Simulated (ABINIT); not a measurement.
Here is an ABINIT 10.8.3 (patched build) calculation.

Contents of run.abi:

```
# Pseudopotentials
pp_dirpath "./"
pseudos "Si.hgh"

# Structure
acell 3.7262965518 3.7262965518 6.1590373981 Angstrom
rprim
     1.0000000000     0.0000000000     0.0000000000
    -0.5000000000     0.8660254038     0.0000000000
     0.0000000000     0.0000000000     1.0000000000
ntypat 1
znucl 14
natom 4
typat 1 1 1 1
xred
     0.6666666667     0.3333333333     0.9369905000
     0.3333333333     0.6666666667     0.4369905000
     0.6666666667     0.3333333333     0.5630095000
     0.3333333333     0.6666666667     0.0630095000
chkprim 0
chksymtnons 0
tolsym 1.0e-6

# Plane-wave basis
ecut 489.804952 eV

# k points
kptopt 1
ngkpt 6 6 3
nshiftk 1
shiftk 0.0 0.0 0.0

# Exchange and correlation
ixc 7

# Bands and occupations
nband 12
occopt 3
tsmear 0.05 eV

# SCF cycle
nstep 100
tolvrs 1.0e-10

# Output
iomode 3
prtwf 0
prtden 0
prteig 0
prtebands 0
enunit 1
```

Potentials or basis: HGH LDA.

The run is started by

```console
$ abinit run.abi > log 2>&1
```

(1) Predict the band gap on the k mesh.

(2) What does it give for the largest force?

(3) Estimate the pressure.

Results:

(1) 0.17 eV, indirect (least direct gap 1.15 eV).

(2) 0.010 eV/Å.

(3) 5.3 GPa.

Caveat: an odd mesh through Γ misses points on the zone boundary, where band edges often lie; HGH potentials are hard and often keep d shells in the core, so these values are rough.
